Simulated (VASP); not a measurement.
# ZnO (zincite): single point with LDA

**What was measured.**

“Electronic structure of alkaline earth and post-transition metal oxides”, 2009, arxiv:0908.1581 quotes, for a bulk crystal of ZnO: band gap 3.37 eV.

The system is ZnO (zincite).

```
Zn O
1.0
     3.24931    0.00000    0.00000
    -1.62465    2.81398    0.00000
     0.00000    0.00000    5.20571
Zn O
2 2
Direct
  0.33333 0.66667 0.50000
  0.66667 0.33333 0.00000
  0.66667 0.33333 0.37901
  0.33333 0.66667 0.87901
```

```json
{
 "Program": "VASP 6.6.1",
 "Task": "single point",
 "Functional": "LDA",
 "Potentials or basis": "VASP PAW LDA potentials, release 64 (Zn, O)",
 "Cutoff": "520 eV",
 "k mesh": "8 × 8 × 5",
 "Occupations": "fermi-dirac, width 0.02 eV",
 "Spin": "no spin polarisation",
 "Further INCAR settings": "ALGO = Normal; EDIFF = 1e-06"
}
```

| Quantity | Value |
| --- | --- |
| Pressure | -6.0 GPa |
| Largest force | 0.056 eV/Å |
| Band gap on the k mesh | 0.74 eV, direct |

Forces on the atoms (eV/Å):
```
Zn   0.000  0.000 -0.056
Zn   0.000  0.000 -0.056
O    0.000  0.000  0.056
O    0.000  0.000  0.056
```

Stress tensor (GPa, compression positive):
```
-6.65  0.00  0.00
 0.00 -6.65  0.00
 0.00  0.00 -4.85
```

Levels at points of the mesh, in eV from the valence-band top:
```csv
k point,band 14,band 15,band 16,band 17,band 18,band 19,band 20,band 21,band 22
"(0.00, 0.00, 0.00)",-0.82,-0.82,-0.07,0.00,0.00,0.74,5.09,8.13,12.64
"(0.50, 0.00, 0.00)",-3.58,-2.87,-2.31,-1.31,-0.83,5.68,6.70,7.46,8.34
```

Run time: 8.9 s on 4 MPI ranks on AMD EPYC 7R13 Processor (Zen 3), with other jobs on the host, peak memory 0.13 GiB a rank.

Against the measured gap of ZnO, 3.37 eV (quoted in “Electronic structure of alkaline earth and post-transition metal oxides”, 2009, arxiv:0908.1581), the calculated 0.74 eV is off by -2.63 eV. So large a miss can be the level of theory's own, or it may mean another phase, state or a wrong row. The value is that of LDA, without temperature or zero-point motion. Semilocal functionals fall short of measured gaps as a rule.
